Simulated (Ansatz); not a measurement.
**CaF2(110): a dynamics run in two tries**

Wanted: a short trajectory, and a check that the input is sound. The slab cell is 1×1.

Method: DFT LDA, plane waves, PAW, scalar-relativistic, no spin polarisation, in Ansatz 0.2.0.

## 1. The starting structure

The cell holds 24 atoms (Ca8F16): a = 7.726 Å, b = 5.463 Å, c = 17.795 Å, α = 90.00°, β = 90.00°, γ = 90.00°.

The coordinates stand in the first input below.

## 2. First attempt

Input file input.yaml:

```yaml
accuracy: low
crystal:
  lattice:
    - [7.726144, 0.0, 0.0]
    - [0.0, 5.463209, 0.0]
    - [0.0, 0.0, 17.794608]
  atoms:
    - { symbol: Ca, position: [0.0, 0.0, 0.0561968] }
    - { symbol: F, position: [0.25, 0.25, 0.0561968] }
    - { symbol: F, position: [0.9932567, 0.2994565, 0.14494232] }
    - { symbol: Ca, position: [0.73275586, 0.50854763, 0.14584548] }
    - { symbol: F, position: [1.01302445, 0.77425947, 0.16137196] }
    - { symbol: F, position: [0.25, 0.75, 0.0561968] }
    - { symbol: Ca, position: [0.23612398, 0.49829391, 0.15926175] }
    - { symbol: F, position: [0.49303446, 0.74736648, 0.16730507] }
    - { symbol: F, position: [0.75, 0.75, 0.0561968] }
    - { symbol: Ca, position: [0.5, 0.0, 0.0561968] }
    - { symbol: F, position: [0.75, 0.25, 0.0561968] }
    - { symbol: F, position: [0.49548393, 0.22746697, 0.15734995] }
    - { symbol: Ca, position: [0.50809455, -0.01142556, 0.2673128] }
    - { symbol: F, position: [0.7839361, 0.27945762, 0.25576771] }
    - { symbol: F, position: [0.51554407, 0.25137386, 0.36164643] }
    - { symbol: Ca, position: [0.25283271, 0.50264054, 0.35931023] }
    - { symbol: F, position: [0.51195204, 0.72257075, 0.35750238] }
    - { symbol: F, position: [0.77174964, 0.75747015, 0.25755943] }
    - { symbol: Ca, position: [0.75230908, 0.50546059, 0.35593748] }
    - { symbol: F, position: [0.0004824, 0.75839264, 0.38210224] }
    - { symbol: F, position: [0.23737309, 0.74973497, 0.26365048] }
    - { symbol: Ca, position: [1.0009139, 0.00283172, 0.27453336] }
    - { symbol: F, position: [0.25137975, 0.2516295, 0.25800449] }
    - { symbol: F, position: [0.0047121, 0.29194272, 0.36418404] }
basis:
  ecutwfc: 420.0
kpoints:
  mp_grid: { grid: [1, 2, 1] }
hamiltonian:
  xc: lda
  pseudopotentials: { kind: paw, azcp: { folder: soft_1 } }
scf:
  occupations: { method: fermi_dirac, width: 0.05 }
  lower_state_search: "off"
  max_iter: 71
md:
  timestep: 2
  n_steps: 25
  ensemble: nve
  temperature: 1000.0
  initial_velocities: maxwell_boltzmann
  seed: 473073
  constraints: [{ sites: [0, 1, 5, 8, 9, 10] }]
  dt: 0.5
```

On the command line:

```
ansatz run input.yaml --threads 2 --pin off --max-ram 5120MiB --backend cpu --events-out ev --progress --plain --runs-dir out
```

Before running it: what results should come out? Wanted: first try.

**Answer**, as computed:

| quantity | value |
| --- | --- |
| first try | refused |
| cause | one key bears a name from other programs (dt, n_images) that this one doesn't know |

**Reading.** The fault in the first input was caught at the input check and cost nothing.
